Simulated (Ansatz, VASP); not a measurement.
**TiC (CsCl type (invented)): VASP beside Ansatz**

Wanted: the spread between two codes on one cell, functional and k mesh. The cell is generated by rule, not measured, and may not be a known phase. Of the first pair: The two relaxations start from unlike cells of this crystal (the structure described is Ansatz's start), so only their ends are compared.

Calculated with Ansatz 0.2.0; plane waves, with VASP 6.6.1 beside it; relaxation of cell and atoms at PBE.

## (1) Set-up

It takes space group Pm-3m (No. 221, cubic). The conventional cell has a = 2.673 Å, b = 2.673 Å, c = 2.673 Å, α = 90.00°, β = 90.00°, γ = 90.00°. Nearest to Ti lie 8 C at 2.32 Å. Nearest to C lie 8 Ti at 2.32 Å. Farther neighbours are not listed.

## (2) Ansatz: relaxation of cell and atoms, PBE, pair 1

Ansatz runs on its default PAW (the set named soft_2) files.

The relaxed volume is the usual yardstick between codes: in a stiff, nearly cubic crystal its relative difference is about their pressure difference at one cell divided by the bulk modulus.

Contents of input.yaml:

```yaml
crystal:
  lattice:
    - [2.67342, 0.0, 0.0]
    - [0.0, 2.67342, 0.0]
    - [0.0, 0.0, 2.67342]
  atoms:
    - { symbol: Ti, position: [0.0, 0.0, 0.0] }
    - { symbol: C, position: [0.5, 0.5, 0.5] }
kpoints:
  mp_grid: { grid: [8, 8, 8] }
hamiltonian:
  xc: pbe
scf:
  occupations: { method: gaussian, width: 0.1 }
output:
  forces: true
  stress: true
  eigenvalues: true
relax:
  adjacent_minimum: "off"
  f_tol: 0.05
  max_steps: 80
  cell: { stress_tol: 0.5 }
```

Command:

```bash
> ansatz run input.yaml --threads 2 --pin off --max-ram 5120MiB --backend cpu --events-out ev --progress --plain --runs-dir out
```

Numbers of over 12 decimals in the logs are rounded to 6 here.

Output:

```text
The last accepted step is kept in <dir> (removed where the run ends without a failure and the disk answers)
Engine: ansatz 0.2.0, aarch64-unknown-linux-gnu
Pseudopotentials: kind: paw
Pseudopotential: Ti, paw, valence charge 12, recommended cutoff 420 eV (normal), Ti.paw.azcp
Pseudopotential: C, paw, valence charge 4, recommended cutoff 420 eV (normal), C.paw.azcp
Functional definition: PBE
  parameter kappa = 0.804
  parameter beta = 0.066725
  exchange = pbe_x(kappa = kappa, mu = beta*pi^2/3)
  correlation = pbe_c(beta = beta)
Crystal: 2 atoms, lattice volume = 19.107 Å³
Basis set: ecut = 420 eV, 365 PW (Γ), exchange–correlation on 36×36×36 points (8 copies of the dense FFT grid, shifted against one another)
Bands: 12, of which v1, the nominal top of the filled ones, is band 8 counted from 1 (7 counted from 0)
Symmetry: 48 space group operations
Space group: Pm-3m (ITA 221), of the structure as read, at distance tolerance 2.7e-5 Å
k-points: 35 of 512
Non-local potential: Ti, projectors of the file, l = 0: 3, l = 1: 2, l = 2: 3, l = 3: 1
Non-local potential: C, projectors of the file, l = 0: 2, l = 1: 2, l = 2: 1
PAW form: soft (Blöchl's): semilocal exchange-correlation on the pseudo side does not see the compensation charge
PAW one-centre angular grid: Ti, 590 points (default); XC on 64 Gauss nodes
PAW one-centre angular grid: C, 110 points (default); XC on 64 Gauss nodes
Initial density: superposition of atomic densities (neutral atoms: chi_scale 0, normalization atom), corrected by the library's trained network
Initial wavefunctions: pseudopotential atomic-orbital guess
Functional: x = pbe(κ = 0.804, μ = 0.219515), c = pbe(β = 0.066725)
SCF iter   1: F=—  HF=-2749.903830 eV  |F-HF|=—  |Δ(HF+E_count)|=         —  Δρ=5.72e-3  dr2=5.45e-3  ethr=1.77e-3  ⟨swp⟩=4.3  Hψ=2044  notcnv=0
preconditioner: auto → none  [metal: Δε(μ)=0.014 eV  Ē_g=7.509 eV  σ=0.100 eV  W_gap=0.08  n_scr=6 (ndim 8)  ℏωp=24.0 eV  f_vac=0.000  D(μ)=3.42/eV (n_scr^D=56)  sad-step TF]
SCF iter   2: F=—  HF=-2749.903550 eV  |F-HF|=—  |Δ(HF+E_count)|=   2.80e-4  Δρ=3.74e-3  dr2=2.33e-3  ethr=3.41e-5  ⟨swp⟩=1.0  Hψ=700  notcnv=0
SCF iter   3: F=—  HF=-2749.903624 eV  |F-HF|=—  |Δ(HF+E_count)|=   7.45e-5  Δρ=2.19e-4  dr2=3.20e-6  ethr=1.46e-5  ⟨swp⟩=1.9  Hψ=462  notcnv=0
SCF iter   4: F=—  HF=-2749.903747 eV  |F-HF|=—  |Δ(HF+E_count)|=   1.23e-4  Δρ=5.66e-5  dr2=4.39e-7  ethr=2.00e-8  ⟨swp⟩=2.0  Hψ=704  notcnv=0
iter 5 did not close the SCF: its close was put off for the readings that it lacked (scf_convergence_deferred on its scf_iter line)
SCF iter   5: F=-2749.903747 eV  HF=-2749.903747 eV  |F-HF|=1.38e-9  |Δ(HF+E_count)|=   1.33e-7  Δρ=6.13e-6  dr2=4.02e-9  ethr=2.74e-9  ⟨swp⟩=2.0  Hψ=668  notcnv=0
SCF iter   6: F=-2749.903747 eV  HF=-2749.903747 eV  |F-HF|=1.11e-10  |Δ(HF+E_count)|=   3.11e-9  Δρ=1.43e-6  dr2=1.69e-10  ethr=2.51e-11  ⟨swp⟩=1.3  Hψ=1292  notcnv=0
SCF 1 converged in 6 iterations: F = -2749.903747 eV  dr2 = 1.69e-10
  greatest PAW one-centre occupation: 0.999 electrons in one spin orbital (limit 2), on the Ti atom at site 0 (counted from 0), in its partial waves of l = 0
relax step   1: F+E_penalty+E_count = -2749.90374684 eV  Δ(F+E_penalty+E_count) = +0.000e0 eV  max|allowed force component| = 1.249e-30 eV/Å  Δτ_max = 0.0000 Å  P = +9.595 GPa  Ω = 19.107 Å³  (6 SCF iters, dr2 threshold 1.00e-7 eV, accepted)
[...]
relax step   2: F+E_penalty+E_count = -2749.92484161 eV  Δ(F+E_penalty+E_count) = -2.109e-2 eV  max|allowed force component| = 3.040e-31 eV/Å  Δτ_max = 0.0000 Å  P = +1.559 GPa  Ω = 19.756 Å³  energy of the carried Pulay correction = -1.067e-3 eV  (6 SCF iters, dr2 threshold 2.00e-7 eV, accepted)
[...]
relax step   3: F+E_penalty+E_count = -2749.92529819 eV  Δ(F+E_penalty+E_count) = -4.566e-4 eV  max|allowed force component| = 3.616e-31 eV/Å  Δτ_max = 0.0000 Å  P = +0.082 GPa  Ω = 19.887 Å³  energy of the carried Pulay correction = -1.278e-3 eV  (6 SCF iters, dr2 threshold 2.00e-7 eV, accepted)
[...]
relax step   4: F+E_penalty+E_count = -2749.92677777 eV  Δ(F+E_penalty+E_count) = -1.480e-3 eV  max|allowed force component| = 9.450e-31 eV/Å  Δτ_max = 0.0000 Å  P = +0.184 GPa  Ω = 19.887 Å³  stress off target by 1.84e-1 GPa  SCF on the basis re-selected at this cell (its energy is not comparable with the rows above)  (6 SCF iters)
basis re-selected at this cell: Δ(F+E_penalty+E_count) = -1.480e-3 eV, ΔP = +0.102 GPa vs the last step (what re-selecting the basis moved, of the pressure what is left beyond the Pulay correction that the steps carried, after the strain that the cell walked since its last selection, with what the two solves' SCF thresholds leave and, on support functions, any second-order correction that the steps lacked; it is no measure of the basis error at this ecutwfc). The dense FFT grid was sized anew with the basis: this SCF ran on 20×20×20 points, the steps before it on 18×18×18, so part of this shift can come from that change (see relax.cell in the input reference). [rest of the remark cut]
SCF converged after 6 iterations
Free energy (F): -2749.926778 eV
Harris-Foulkes:  -2749.926778 eV  (|F-HF|=4.55e-13)
Internal energy: -2749.909077 eV  (E = F + TS)
E sigma→0 (E₀):  -2749.917927 eV
Entropy (-TS):   -0.017701 eV (-8.850 meV/atom)
Fermi energy:    15.469256 eV
--- Per-component energies (eV) ---
  E_band       = -98.433291
  E_kinetic    = 361.107045
  E_local      = -749.300984  (includes V_loc(G=0)·N_el)
  E_nonlocal   = 34.381601
  E_hartree    = 307.411189
  E_xc         = -146.510239
  E_vxc        = -182.919294  (∫ρ·V_xc dr)
  E_paw        = -1146.021242  (= ΣΔE_a)
  E_vpaw       = -176.524191  (= ΣTr[D̂ρ^β])
  E_aug_tail   = 0.000150  (compensation charges beyond the density's cutoff)
  E_ewald      = -1410.976597
  E_smearing   = -0.017701  (= −TS)
  E_closure    = -0.000000  (closes the sum)
  Σ components = -2749.926778   (vs F -2749.926778, Δ=0.00e0)
--- Forces (eV/Å), atoms counted from 1 ---
  atom   1  Ti    -0.00000000     0.00000000     0.00000000
  atom   2  C      0.00000000    -0.00000000     0.00000000
  max |Σ_I F_I| component: 1.53e-30 eV/Å
--- Stress (GPa, compression-positive) ---
        0.183806       0.000000      -0.000000
        0.000000       0.183806       0.000000
       -0.000000       0.000000       0.183806
  P = ⅓ Tr σ = 0.1838 GPa (1.838 kbar)
--- Band table (eV; the first three rows and the last of 35) ---
  k-point 0: bands = [... 4 lower, 2.4442, 13.8934, 13.8934, 16.9536, 16.9536, 16.9536, 18.7681, 18.7681]
  k-point 1: bands = [... 4 lower, 2.7404, 13.4613, 14.0113, 16.3252, 16.3252, 16.9441, 18.8013, 19.4637]
  k-point 2: bands = [... 4 lower, 3.5628, 11.9436, 14.3136, 15.4057, 15.4057, 17.7304, 18.8826, 20.5979]
  k-point 34: bands = [... 4 lower, 8.8651, 10.1064, 10.1064, 10.1064, 20.0947, 20.0947, 22.3269, 22.3269]
--- Relaxed structure (3 steps of the walk, 3 accepted, 1 SCFs on fresh bases) ---
  F+E_penalty+E_count = -2749.92677777 eV   max|allowed force component| = 9.450e-31 eV/Å   (the final SCF, on the basis selected at the relaxed cell)
  cell:  # Å, volume = 19.8873 Å³
    - [2.709308, 0, 0]
    - [0, 2.709308, 0]
    - [0, 0, 2.709308]
  atoms:
    - { symbol: Ti, position: [0.0, 0, 0] }
    - { symbol: C, position: [0.5, 0.5, 0.5] }
```

Reading the cycles: dr2 is the Hartree energy of the density residual (eV), the measure of convergence; HF is the Harris–Foulkes estimate of the energy, which meets the free energy F at convergence.

## (3) VASP: relaxation of cell and atoms, PBE, pair 1

Its own start cell and the same functional, mesh and smearing now go to VASP, with its own data sets.

Lines of VASP's logs that name or quote its potential files are left out, and so is its time.

Contents of INCAR:

```
SYSTEM = TiC
PREC = Accurate
ENCUT = 600
EDIFF = 1E-07
NELM = 120
ISMEAR = 0
SIGMA = 0.1
LREAL = .FALSE.
ALGO = Normal
GGA = PE
NBANDS = 14
LASPH = .TRUE.
LORBIT = 11
LWAVE = .FALSE.
LCHARG = .FALSE.
ISIF = 3
IBRION = 2
NSW = 80
EDIFFG = -0.005
GGA_COMPAT = .FALSE.
NELMIN = 4
```

Contents of POSCAR:

```
TiC
1.0
    2.7110063916      0.0000000000      0.0000000000
    0.0000000000      2.7110063916      0.0000000000
    0.0000000000      0.0000000000      2.7110063916
Ti C
1 1
Direct
    0.0000000000      0.0000000000      0.0000000000
    0.5000000000      0.5000000000      0.5000000000
```

Contents of KPOINTS:

```
Automatic mesh
0
Gamma
8 8 8
0 0 0
```

Potentials, in the order of the species: Ti_sv and C (PBE family, release 64).

Command:

```bash
> mpirun -np 1 vasp_std
```

Output:

```text
[banner, memory and clock lines left out]
running    1 mpi-ranks, on    1 nodes
 distrk:  each k-point on    1 cores,    1 groups
 distr:  one band on    1 cores,    1 groups

 POSCAR found type information on POSCAR TiC
 POSCAR found :  2 types and       2 ions
 LDA part: xc-table for (Slater+PW92), standard interpolation
 POSCAR, INCAR and KPOINTS ok, starting setup
 FFT: planning ... GRIDC
 FFT: planning ... GRID_SOFT
 FFT: planning ... GRID
 WAVECAR not read
 entering main loop
       N       E                     dE             d eps       ncg     rms          rms(c)
DAV:   1     0.124694583092E+03    0.12469E+03   -0.88694E+03   980   0.154E+03
DAV:   2    -0.134996877007E+02   -0.13819E+03   -0.12976E+03  1040   0.372E+02
DAV:   3    -0.217273834070E+02   -0.82277E+01   -0.79459E+01  1418   0.853E+01
DAV:   4    -0.219756729296E+02   -0.24829E+00   -0.24789E+00  1096   0.140E+01
DAV:   5    -0.219815220917E+02   -0.58492E-02   -0.58490E-02  1312   0.204E+00    0.168E+01
DAV:   6    -0.193950162455E+02    0.25865E+01   -0.14228E+01  1296   0.623E+01    0.128E+01
DAV:   7    -0.164338365979E+02    0.29612E+01   -0.68661E+00  1186   0.337E+01    0.483E+00
DAV:   8    -0.164241294875E+02    0.97071E-02   -0.25658E-01  1142   0.407E+00    0.415E+00
DAV:   9    -0.163752819841E+02    0.48848E-01   -0.19330E-01  1280   0.589E+00    0.980E-01
DAV:  10    -0.163767079248E+02   -0.14259E-02   -0.22572E-02  1184   0.133E+00    0.793E-01
DAV:  11    -0.163750120612E+02    0.16959E-02   -0.61811E-03  1082   0.994E-01    0.375E-01
DAV:  12    -0.163735743565E+02    0.14377E-02   -0.27216E-03  1294   0.808E-01    0.829E-02
DAV:  13    -0.163735082395E+02    0.66117E-04   -0.12892E-04  1218   0.152E-01    0.366E-02
DAV:  14    -0.163735070472E+02    0.11923E-05   -0.18102E-05  1266   0.519E-02    0.882E-03
DAV:  15    -0.163735074441E+02   -0.39690E-06   -0.56228E-07  1112   0.843E-03    0.602E-03
DAV:  16    -0.163735074065E+02    0.37683E-07   -0.16012E-07   890   0.653E-03
   1 F= -.16373507E+02 E0= -.16364609E+02  d E =-.163735E+02
 curvature:   0.00 expect dE= 0.000E+00 dE for cont linesearch  0.000E+00
 trial: gam= 0.00000 g(F)=  0.000E+00 g(S)=  0.130E-04 ort = 0.000E+00 (trialstep = 0.100E+01)
 search vector abs. value=  0.130E-04
 bond charge predicted
       N       E                     dE             d eps       ncg     rms          rms(c)
DAV:   1    -0.163737038951E+02   -0.19645E-03   -0.33282E-03  1358   0.833E-01    0.137E-01
DAV:   2    -0.163737026546E+02    0.12405E-05   -0.86620E-04  1284   0.481E-01    0.106E-01
DAV:   3    -0.163735053558E+02    0.19730E-03   -0.23351E-04  1384   0.215E-01    0.232E-02
DAV:   4    -0.163735004350E+02    0.49208E-05   -0.48469E-05  1298   0.748E-02    0.856E-03
DAV:   5    -0.163735033683E+02   -0.29332E-05   -0.34673E-06  1244   0.187E-02    0.456E-03
DAV:   6    -0.163735049740E+02   -0.16057E-05   -0.14985E-06  1306   0.568E-03    0.368E-03
DAV:   7    -0.163735054759E+02   -0.50196E-06   -0.15921E-07  1088   0.384E-03    0.168E-03
DAV:   8    -0.163735058600E+02   -0.38412E-06   -0.36331E-07  1294   0.423E-03    0.369E-04
DAV:   9    -0.163735058580E+02    0.20100E-08   -0.27122E-08   588   0.143E-03
   2 F= -.16373506E+02 E0= -.16364612E+02  d E =0.154843E-05
 trial-energy change:    0.000002  1 .order    0.000001   -0.000013    0.000014
 step:   0.4248(harm=  0.4813)  dis= 0.00000  next Energy=   -16.373510 (dE=-0.269E-05)
 bond charge predicted
       N       E                     dE             d eps       ncg     rms          rms(c)
DAV:   1    -0.163735756888E+02   -0.69829E-04   -0.11082E-03  1370   0.481E-01    0.791E-02
DAV:   2    -0.163735776249E+02   -0.19361E-05   -0.28925E-04  1284   0.278E-01    0.615E-02
DAV:   3    -0.163735110715E+02    0.66553E-04   -0.78523E-05  1390   0.124E-01    0.131E-02
DAV:   4    -0.163735092785E+02    0.17930E-05   -0.15797E-05  1292   0.421E-02    0.476E-03
DAV:   5    -0.163735097303E+02   -0.45177E-06   -0.11124E-06  1244   0.103E-02    0.267E-03
DAV:   6    -0.163735099052E+02   -0.17492E-06   -0.50996E-07  1288   0.330E-03    0.212E-03
DAV:   7    -0.163735099156E+02   -0.10415E-07   -0.22416E-08   718   0.151E-03
   3 F= -.16373510E+02 E0= -.16364614E+02  d E =-.250917E-05
 curvature:  -0.24 expect dE=-0.263E-06 dE for cont linesearch -0.263E-06
 trial: gam= 0.00000 g(F)=  0.116E-66 g(S)=  0.110E-05 ort =-0.379E-05 (trialstep = 0.885E+00)
 search vector abs. value=  0.110E-05
 reached required accuracy - stopping structural energy minimisation
```

Parts of OUTCAR (step 3):

```text
ion  position               nearest neighbor table
   1  0.000  0.000  0.000-   2 2.35   2 2.35   2 2.35   2 2.35   2 2.35   2 2.35   2 2.35   2 2.35

  LATTYP: Found a simple cubic cell.
 ALAT       =     2.7110063916

 Subroutine GETGRP returns: Found 48 space group operations
 (whereof 48 operations were pure point group operations)

The static configuration has the point symmetry O_h .

 Found     35 irreducible k-points:

   k-points           NKPTS =     35   k-points in BZ     NKDIM =     35   number of bands    NBANDS=     14

   dimension x,y,z NGX =    24 NGY =   24 NGZ =   24
   dimension x,y,z NGXF=    48 NGYF=   48 NGZF=   48

   ENCUT  =  600.0 eV  44.10 Ry    6.64 a.u.   5.41  5.41  5.41*2*pi/ulx,y,z

   NELECT =      16.0000    total number of electrons

 k-points in reciprocal lattice and weights: Automatic mesh
   0.00000000  0.00000000  0.00000000       0.002
   0.12500000  0.00000000  0.00000000       0.012
   0.25000000  0.00000000  0.00000000       0.012
   0.37500000  0.00000000  0.00000000       0.012
   0.50000000  0.00000000  0.00000000       0.006
   0.12500000  0.12500000  0.00000000       0.023
   0.25000000  0.12500000  0.00000000       0.047
   0.37500000  0.12500000  0.00000000       0.047
   0.50000000  0.12500000  0.00000000       0.023
[...]
0.50000000  0.50000000  0.37500000       0.012
   0.50000000  0.50000000  0.50000000       0.002

 average (electrostatic) potential at core
       1 -70.5804       2 -44.3287

 E-fermi :  10.0558

 k-point     1 :       0.0000    0.0000    0.0000
  band No.  band energies     occupation
    ...
      3     -22.5810      2.00000
      4     -22.5810      2.00000
      5      -2.9618      2.00000
      6       8.4845      2.00000
      7       8.4845      2.00000
      8      11.5392      0.00000
      9      11.5392      0.00000
     10      11.5392      0.00000
     11      13.3373      0.00000
     12      13.3373      0.00000
    ...

 k-point     2 :       0.1250    0.0000    0.0000
  band No.  band energies     occupation
    ...
      3     -22.5705      2.00000
      4     -22.5705      2.00000
      5      -2.6664      2.00000
      6       8.0523      2.00000
      7       8.6023      2.00000
      8      10.9109      0.00000
      9      10.9109      0.00000
     10      11.5265      0.00000
     11      13.3705      0.00000
     12      14.0332      0.00000
    ...

 k-point     3 :       0.2500    0.0000    0.0000
  band No.  band energies     occupation
    ...
      5      -1.8469      2.00000
      6       6.5331      2.00000
      7       8.9040      2.00000
      8       9.9941      1.61655
      9       9.9941      1.61655
     10      12.3069      0.00000
     11      13.4516      0.00000
     12      15.1659      0.00000
     13      15.1659      0.00000
     14      21.5992      0.00000

  Total        0.0039060      0.0039060      0.0039060     -0.0000000     -0.0000000      0.0000000
  in kB        0.3142171      0.3142171      0.3142171     -0.0000000     -0.0000000      0.0000000
  external PRESSURE =       0.3142171 kB  Pullay stress =       0.0000000 kB

  energy-cutoff  :      600.00
  volume of cell :       19.92
      direct lattice vectors                 reciprocal lattice vectors
     2.710633772 -0.000000000 -0.000000000     0.368917413  0.000000000  0.000000000
    -0.000000000  2.710633772  0.000000000     0.000000000  0.368917413  0.000000000
    -0.000000000 -0.000000000  2.710633772     0.000000000 -0.000000000  0.368917413

 POSITION                                       TOTAL-FORCE (eV/Angst)
 -----------------------------------------------------------------------------------
      0.00000      0.00000      0.00000         0.000000     -0.000000      0.000000
      1.35532      1.35532      1.35532        -0.000000      0.000000      0.000000
 -----------------------------------------------------------------------------------
    total drift:                                0.000000      0.000000      0.000000

  FREE ENERGIE OF THE ION-ELECTRON SYSTEM (eV)
  ---------------------------------------------------
  free  energy   TOTEN  =       -16.3735099156 eV

  energy  without entropy=      -16.3557178769  energy(sigma->0) =      -16.36461390

 reached required accuracy - stopping structural energy minimisation

 total charge
# of ion       s       p       d       tot
------------------------------------------
    1        2.198   6.176   2.008  10.383
    2        0.899   1.402   0.000   2.300
--------------------------------------------------
tot          3.097   7.578   2.008  12.683

[... 3 further parts left out ...]
```

The k-mesh is coarse for a metal. The run keeps the 48 symmetry operations of its start, so it cannot find a distortion of lower symmetry.

## (4) Side by side

Known differences besides the potentials themselves: the cutoff is 420 eV in Ansatz and 600 eV in VASP; Ansatz adds a Pulay correction to the stress that steers its cell, VASP none. Total energies have different zeros and are not compared.

Compared:

| quantity | Ansatz | VASP | difference |
| --- | --- | --- | --- |
| volume (Å³) | 19.89 | 19.92 | -0.15 % |
| edge a after relaxation, in the typed setting (Å) | 2.709 | 2.711 | -0.05 % |

(Continued in part 2 of 2.)

[Lines on the potential files, build, host, timing and source positions are cut from VASP's logs without a mark.]

[Logs are printed without paths, hosts, clocks, repeated set-up lines and the standing remarks that a program may print on its own settings, such as how far it seeks lower states.]

[Hosts, paths, dates, database ids (printed as entryN), source tags and the programs' standing remarks are cut or masked in the printed files.]
